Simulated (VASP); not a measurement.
C2H4, 6 atoms in the cell. The cell holds a molecule in a box, 6 atoms: a = 13.015 Å, b = 13.515 Å, c = 14.015 Å, α = 90.00°, β = 90.00°, γ = 90.00°. 

* Program: VASP 6.6.1
* Task: single point
* Functional: LDA
* Potentials or basis: VASP PAW LDA potentials, release 64 (C, H)
* Cutoff: 400 eV
* k mesh: 1 × 1 × 1
* Occupations: gaussian, width 0.01 eV
* Spin: no spin polarisation
* Further INCAR settings: ALGO = Normal; EDIFF = 1e-06; ISYM = 0

Potentials or basis: VASP PAW LDA potentials, release 64 (C, H).

Launch:

```console
$ cat potpaw_LDA.64/C/POTCAR potpaw_LDA.64/H/POTCAR > POTCAR
$ mpirun -np 4 vasp_gam > vasp.out
```

Hardware: 4 MPI ranks on Intel(R) Xeon(R) 6975P-C (Granite Rapids), on a shared host.

Problem. How long does it take, and how much memory?

Solution. It took 16 s on 4 MPI ranks on Intel(R) Xeon(R) 6975P-C (Granite Rapids), on a shared host, peak memory 0.36 GiB a rank. Counts: scf iterations 24, k points 1.
